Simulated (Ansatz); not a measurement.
# PbO2: the cost of one run

Method: reference: DFT, HSE06, plane waves, PAW, in Ansatz 0.2.0.

5 further runs of the same task are left out: 5 that didn't finish.

## Step 1: The starting structure

Symmetry: Fm-3m, No. 225, cubic system. The conventional cell has a = 5.316 Å, b = 5.316 Å, c = 5.316 Å, α = 90.00°, β = 90.00°, γ = 90.00°. Pb (site symmetry m-3m) has 8 O at 2.30 Å as nearest neighbours. O (site symmetry -43m) has 4 Pb at 2.30 Å as nearest neighbours.

Structure file:

```cif
data_structure
_symmetry_space_group_name_H-M 'P 1'
_symmetry_Int_Tables_number 1
_cell_length_a 3.7592
_cell_length_b 3.7592
_cell_length_c 3.7592
_cell_angle_alpha 60.000
_cell_angle_beta 60.000
_cell_angle_gamma 60.000
_cell_volume 37.56
loop_
_atom_site_label
_atom_site_type_symbol
_atom_site_fract_x
_atom_site_fract_y
_atom_site_fract_z
_atom_site_occupancy
Pb1 Pb 0.00000 0.00000 0.00000 1
O1 O 0.25000 0.25000 0.25000 1
O2 O 0.75000 0.75000 0.75000 1
```

## Step 2: Reference

Input file input.yaml:

```yaml
crystal:
  lattice:
    - [0.0, 2.6581699301, 2.6581699301]
    - [2.6581699301, 0.0, 2.6581699301]
    - [2.6581699301, 2.6581699301, 0.0]
  atoms:
    - { symbol: Pb, position: [0.0, 0.0, 0.0] }
    - { symbol: O, position: [0.25, 0.25, 0.25] }
    - { symbol: O, position: [0.75, 0.75, 0.75] }
kpoints:
  mp_grid: { grid: [4, 4, 4] }
hamiltonian:
  xc: hse06
scf:
  occupations: { method: fermi_dirac, width: 0.02 }
  n_extra_bands: 4
output:
  forces: true
  stress: true
  eigenvalues: true
```

Launch:

```sh
$ ansatz run input.yaml --threads 4 --pin off --max-ram 3686MiB --backend cpu --events-out ev --progress --plain --runs-dir out
```

**Question.** How long does this run take on 4 threads of an x86-64 CPU, shared host, and how much memory does it need?

About 13 s, with a peak of 0.59 GiB.
